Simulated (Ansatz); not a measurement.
# What SiC (model cell, started as layered BN type) distorts into, part 2 of 3

Which phase does SiC (model cell, started as layered BN type) fall into along its unstable mode, and how much energy does it gain?

Ansatz 0.2.0; DFT PBEsol, scalar-relativistic, plane waves, PAW.

So far, highest frequency on the path or at a solved wavevector (cm⁻¹): step 2 (phonons on a q mesh) 973. Also lowest frequency on the path (cm⁻¹): step 2 -593.

The structure was built from a prototype and need not be the compound's stable phase.

### Step 6. Relaxing from the distorted cell

Starting from the lowest point found, all atoms and the cell are let go, so that strain and other modes of the same symmetry can join in.

input.yaml

```yaml
crystal:
  lattice:
    - [3.1677838643, 0.0, 0.0]
    - [-1.5838919322, 2.7433813001, 0.0]
    - [0.0, 0.0, 4.6859849543]
  atoms:
    - { symbol: Si, position: [0.3333333333, 0.6666666667, 0.2207952275] }
    - { symbol: Si, position: [0.6666666667, 0.3333333333, 0.7207952275] }
    - { symbol: C, position: [0.6666666667, 0.3333333333, 0.3182887383] }
    - { symbol: C, position: [0.3333333333, 0.6666666667, 0.8182887383] }
kpoints:
  mp_grid: { grid: [15, 15, 8] }
hamiltonian:
  xc: pbesol
scf:
  occupations: { method: methfessel_paxton, width: 0.15 }
output:
  forces: true
  stress: true
  eigenvalues: true
relax:
  adjacent_minimum: "off"
  f_tol: 0.002
  max_steps: 120
  cell: { stress_tol: 0.03 }
```

On the command line:

```console
> ansatz run input.yaml --threads 4 --pin off --max-ram 7168MiB --backend cpu --events-out ev --progress --plain --runs-dir out
```

Numbers of over 12 decimals in the logs are rounded to 6 here.

The log of the run:

```text
[...]
Crystal: 4 atoms, lattice volume = 40.723 Å³
Basis set: ecut = 420 eV, 795 PW (Γ), exchange–correlation on 48×48×64 points (8 copies of the dense FFT grid, shifted against one another)
Bands: 12, of which v1, the nominal top of the filled ones, is band 8 counted from 1 (7 counted from 0)
Symmetry: 12 space group operations
[...]
k-points: 135 of 1800 (time reversal used)
[...]
SCF iter   1: F=—  HF=-1736.930070 eV  |F-HF|=—  |Δ(HF+E_count)|=         —  Δρ=6.51e-3  dr2=2.07e-2  ethr=1.77e-3  ⟨swp⟩=5.1  Hψ=10511  notcnv=0
[...]
SCF iter   6: F=-1736.924348 eV  HF=-1736.924348 eV  |F-HF|=1.73e-10  |Δ(HF+E_count)|=   6.52e-9  S|Δr|=    0.00e0  Δρ=2.10e-6  dr2=1.19e-9  ethr=1.54e-10  ⟨swp⟩=2.0  Hψ=5623  notcnv=0
SCF 1 converged in 6 iterations: F = -1736.924348 eV  dr2 = 1.19e-9
[...]
relax step   1: F+E_penalty+E_count = -1736.92434829 eV  Δ(F+E_penalty+E_count) = +0.000e0 eV  max|allowed force component| = 8.446e-1 eV/Å  Δτ_max = 0.0000 Å  P = +1.975 GPa  Ω = 40.723 Å³  (6 SCF iters, dr2 threshold 1.00e-7 eV, accepted)
Crystal: 4 atoms, lattice volume = 41.257 Å³
Basis set: ecut = 420 eV, 809 PW (Γ), exchange–correlation on 48×48×64 points (8 copies of the dense FFT grid, shifted against one another)
[...]
SCF iter   5: F=-1737.329644 eV  HF=-1737.329644 eV  |F-HF|=3.55e-8  |Δ(HF+E_count)|=   4.97e-6  S|Δr|=    0.00e0  Δρ=2.72e-5  dr2=1.15e-7  ethr=2.50e-9  ⟨swp⟩=4.3  Hψ=9075  notcnv=0
SCF 2 converged in 5 iterations: F = -1737.329644 eV  dr2 = 1.15e-7
[...]
relax step   2: F+E_penalty+E_count = -1737.32964372 eV  Δ(F+E_penalty+E_count) = -4.053e-1 eV  max|allowed force component| = 3.992e-1 eV/Å  Δτ_max = 0.0405 Å  P = +0.229 GPa  Ω = 41.257 Å³  energy of the carried Pulay correction = -9.725e-4 eV  (5 SCF iters, dr2 threshold 4.00e-7 eV, accepted)
Crystal: 4 atoms, lattice volume = 41.445 Å³
Basis set: ecut = 420 eV, 785 PW (Γ), exchange–correlation on 48×48×64 points (8 copies of the dense FFT grid, shifted against one another)
[...]
SCF iter   5: F=-1737.391898 eV  HF=-1737.391898 eV  |F-HF|=6.09e-8  |Δ(HF+E_count)|=   2.37e-6  S|Δr|=    0.00e0  Δρ=3.37e-5  dr2=1.51e-7  ethr=2.50e-9  ⟨swp⟩=3.6  Hψ=7949  notcnv=0
SCF 3 converged in 5 iterations: F = -1737.391898 eV  dr2 = 1.51e-7
relax step   3: F+E_penalty+E_count = -1737.39189766 eV  Δ(F+E_penalty+E_count) = -6.225e-2 eV  max|allowed force component| = 2.521e-1 eV/Å  Δτ_max = 0.0303 Å  P = -0.659 GPa  Ω = 41.445 Å³  energy of the carried Pulay correction = -1.311e-3 eV  (5 SCF iters, dr2 threshold 4.00e-7 eV, accepted)
[...]
relax step   4: F+E_penalty+E_count = -1737.39778691 eV  Δ(F+E_penalty+E_count) = -5.889e-3 eV  max|allowed force component| = 1.147e-1 eV/Å  Δτ_max = 0.0111 Å  P = +0.643 GPa  Ω = 41.214 Å³  energy of the carried Pulay correction = -8.941e-4 eV  (5 SCF iters, dr2 threshold 4.00e-7 eV, accepted)
[...]
relax step   5: F+E_penalty+E_count = -1737.39862320 eV  Δ(F+E_penalty+E_count) = -8.363e-4 eV  max|allowed force component| = 3.314e-4 eV/Å  Δτ_max = 0.0026 Å  P = +0.009 GPa  Ω = 41.326 Å³  energy of the carried Pulay correction = -1.097e-3 eV  (4 SCF iters, dr2 threshold 4.00e-7 eV, accepted)
[...]
relax step   6: F+E_penalty+E_count = -1737.40448575 eV  Δ(F+E_penalty+E_count) = -5.863e-3 eV  max|allowed force component| = 3.661e-3 eV/Å  Δτ_max = 0.0000 Å  P = +0.180 GPa  Ω = 41.326 Å³  stress off target by 5.86e-1 GPa  SCF on the basis re-selected at this cell (its energy is not comparable with the rows above)  (5 SCF iters)
[...]
relax step   7: F+E_penalty+E_count = -1737.40450863 eV  Δ(F+E_penalty+E_count) = -2.289e-5 eV  max|allowed force component| = 1.094e-3 eV/Å  Δτ_max = 0.0002 Å  P = +0.020 GPa  Ω = 41.357 Å³  energy of the carried Pulay correction = -5.627e-5 eV  (3 SCF iters, dr2 threshold 4.00e-7 eV, accepted)
[...]
SCF iter   5: F=-1737.404573 eV  HF=-1737.404573 eV  |F-HF|=5.46e-12  |Δ(HF+E_count)|=  3.75e-11  S|Δr|=    0.00e0  Δρ=2.04e-7  dr2=1.21e-11  ethr=1.00e-12  ⟨swp⟩=4.3  Hψ=7929  notcnv=0
SCF 8 converged in 5 iterations: F = -1737.404573 eV  dr2 = 1.21e-11
relax step   8: F+E_penalty+E_count = -1737.40457260 eV  Δ(F+E_penalty+E_count) = -6.397e-5 eV  max|allowed force component| = 9.703e-4 eV/Å  Δτ_max = 0.0000 Å  P = +0.020 GPa  Ω = 41.357 Å³  stress off target by 2.96e-2 GPa  SCF on the basis re-selected at this cell (its energy is not comparable with the rows above)  (5 SCF iters)
[...]
SCF converged after 5 iterations
[...]
Free energy (F): -1737.404573 eV
[...]
Internal energy: -1737.404573 eV  (E = F + TS)
E sigma→0 (E₀):  -1737.404573 eV
Fermi energy:    10.635241 eV
[...]
--- Forces (eV/Å), atoms counted from 1 ---
  atom   1  Si     0.00000000    -0.00000000     0.00096938
  atom   2  Si     0.00000000     0.00000000     0.00096938
  atom   3  C     -0.00000000     0.00000000    -0.00097126
  atom   4  C      0.00000000    -0.00000000    -0.00097126
  max |Σ_I F_I| component: 3.78e-6 eV/Å
--- Stress (GPa, compression-positive) ---
        0.014971       0.000000       0.000000
        0.000000       0.014971      -0.000000
        0.000000      -0.000000       0.029576
  P = ⅓ Tr σ = 0.0198 GPa (0.198 kbar)
--- Band table (eV; the first three rows and the last of 135) ---
  k-point 0: bands = [... 4 lower, 8.2503, 9.4608, 9.5729, 9.5729, 14.3072, 15.7109, 16.1693, 16.1693]
  k-point 1: bands = [... 4 lower, 8.2934, 9.0260, 9.5137, 9.5137, 14.3778, 16.0315, 16.1923, 16.1923]
  k-point 2: bands = [... 4 lower, 8.4188, 8.4188, 9.3502, 9.3502, 14.5879, 16.2878, 16.2878, 16.5162]
  k-point 134: bands = [... 4 lower, 3.8673, 3.8673, 7.8294, 7.8294, 14.5650, 14.5650, 15.4716, 15.4716]
--- Relaxed structure (6 steps of the walk, 6 accepted, 2 SCFs on fresh bases) ---
  F+E_penalty+E_count = -1737.40457260 eV   max|allowed force component| = 9.703e-4 eV/Å   (the final SCF, on the basis selected at the relaxed cell)
  cell:  # Å, volume = 41.3566 Å³
    - [3.075868, 2.8029991808148538e-11, 0]
    - [-1.537934, 2.663779, 0]
    - [0, 0, 5.047531]
  atoms:
    - { symbol: Si, position: [0.333333, 0.666667, 0.207446] }
    - { symbol: Si, position: [0.666667, 0.333333, 0.707446] }
    - { symbol: C, position: [0.666667, 0.333333, 0.331638] }
    - { symbol: C, position: [0.333333, 0.666667, 0.831638] }
```

The job ended after 5 s (4 threads of AMD EPYC 9R45 (Zen 5), shared host; peak memory 0.48 GiB; 18 s of CPU time).

The steps of the relaxation:

| step | energy less that of the first step (eV) | largest force component (eV/Å) | pressure (GPa) | volume (Å³) |
| --- | --- | --- | --- | --- |
| 1 | 0.0000 | 0.8446 | 1.97 | 40.72 |
| 2 | -0.4053 | 0.3992 | 0.23 | 41.26 |
| 3 | -0.4676 | 0.2521 | -0.66 | 41.44 |
| 4 | -0.4734 | 0.1147 | 0.64 | 41.21 |
| 5 | -0.4743 | 0.0003 | 0.01 | 41.33 |
| 6* | -0.4801 | 0.0037 | 0.18 | 41.33 |
| 7 | -0.4802 | 0.0011 | 0.02 | 41.36 |
| 8* | -0.4802 | 0.0010 | 0.02 | 41.36 |

Relaxation steps marked * repeat the geometry before them on a plane-wave basis chosen anew for their cell, so energy and pressure can jump there.

The run keeps the 12 symmetry operations that it works with, so distortions that break them were not tested.

| conventional cell, symmetrised | before | after | change |
| --- | --- | --- | --- |
| a (Å) | 3.168 | 3.076 | -2.9 % |
| b (Å) | 3.168 | 3.076 | -2.9 % |
| c (Å) | 4.686 | 5.048 | +7.7 % |
| volume (Å³/atom) | 10.18 | 10.34 | +1.6 % |

The atoms that moved most (Å, as changes of fractional coordinates times the final cell):

| atom | dx | dy | dz | length |
| --- | --- | --- | --- | --- |
| C3 | 0.000 | 0.000 | 0.067 | 0.067 |
| Si2 | 0.000 | 0.000 | -0.067 | 0.067 |
| Si1 | 0.000 | 0.000 | -0.067 | 0.067 |
| C4 | 0.000 | 0.000 | 0.067 | 0.067 |

The relaxed structure:

```xyz
4
Lattice="3.0759 0.0000 0.0000 -1.5379 2.6638 0.0000 0.0000 0.0000 5.0475" Properties=species:S:1:pos:R:3 pbc="T T T"
Si    0.0000    1.7759    1.0471
Si    1.5379    0.8879    3.5709
C     1.5379    0.8879    1.6740
C     0.0000    1.7759    4.1977
```

This step gave:

- pressure: 0.01984 GPa
- gap on the k-mesh: 2.124 eV
- volume per atom: 10.34 Å³

The distorted start has space group P6_3mc; the relaxation ends in P6_3mc.

### Step 7. The new phase in its own primitive cell

The relaxed structure is symmetrised, reduced to its primitive cell and relaxed tightly, as its phonons need.

input.yaml

```yaml
crystal:
  lattice:
    - [3.0758675835, 0.0, 0.0]
    - [-1.5379337918, 2.663779466, 0.0]
    - [0.0, 0.0, 5.0475309131]
  atoms:
    - { symbol: Si, position: [0.3333333333, 0.6666666667, 0.2074461934] }
    - { symbol: Si, position: [0.6666666667, 0.3333333333, 0.7074461934] }
    - { symbol: C, position: [0.6666666667, 0.3333333333, 0.3316377724] }
    - { symbol: C, position: [0.3333333333, 0.6666666667, 0.8316377724] }
kpoints:
  mp_grid: { grid: [9, 9, 6] }
hamiltonian:
  xc: pbesol
scf:
  occupations: { method: fixed }
output:
  forces: true
  stress: true
  eigenvalues: true
relax:
  adjacent_minimum: "off"
  f_tol: 0.001
  max_steps: 60
  cell: { stress_tol: 0.01 }
```

The log of the run:

```text
[...]
Crystal: 4 atoms, lattice volume = 41.357 Å³
Basis set: ecut = 420 eV, 785 PW (Γ), exchange–correlation on 48×48×72 points (8 copies of the dense FFT grid, shifted against one another)
Bands: 12, of which v1, the nominal top of the filled ones, is band 8 counted from 1 (7 counted from 0)
Symmetry: 12 space group operations
[...]
k-points: 48 of 486 (time reversal used)
[...]
--- Relaxed structure (3 steps of the walk, 3 accepted, 1 SCFs on fresh bases) ---
[...]
cell:  # Å, volume = 41.3603 Å³
    - [3.075951, 2.8868306389326667e-11, 0]
    - [-1.537976, 2.663852, 0]
    - [0, 0.0, 5.047703]
  atoms:
    - { symbol: Si, position: [0.333333, 0.666667, 0.207453] }
    - { symbol: Si, position: [0.666667, 0.333333, 0.707453] }
    - { symbol: C, position: [0.666667, 0.333333, 0.331631] }
    - { symbol: C, position: [0.333333, 0.666667, 0.831631] }
[key lines of the parts left out:]
SCF converged after 6 iterations
Free energy (F): -1737.404119 eV
Fermi energy:    9.571834 eV
P = ⅓ Tr σ = -0.0013 GPa (-0.013 kbar)
```

It took 1.1 s on 4 threads; peak memory 0.41 GiB.

Little changed from the start: no atom moved by 0.005 Å and no cell edge by 0.1 %.

This step gave:

* pressure: -0.001289 GPa
* direct gap on mesh: 3.893 eV

The largest force component left is 0.11 meV/Å and the pressure is -0.001 GPa, within the tolerances set. The cell now holds 10.34 Å³/atom.

(Part 2 of 3 ends here.)

[Logs are printed without paths, hosts, clocks, repeated set-up lines and the standing remarks that a program may print on its own settings, such as how far it seeks lower states.]

[Hosts, paths, dates, database ids (printed as entryN), source tags and the programs' standing remarks are cut or masked in the printed files.]
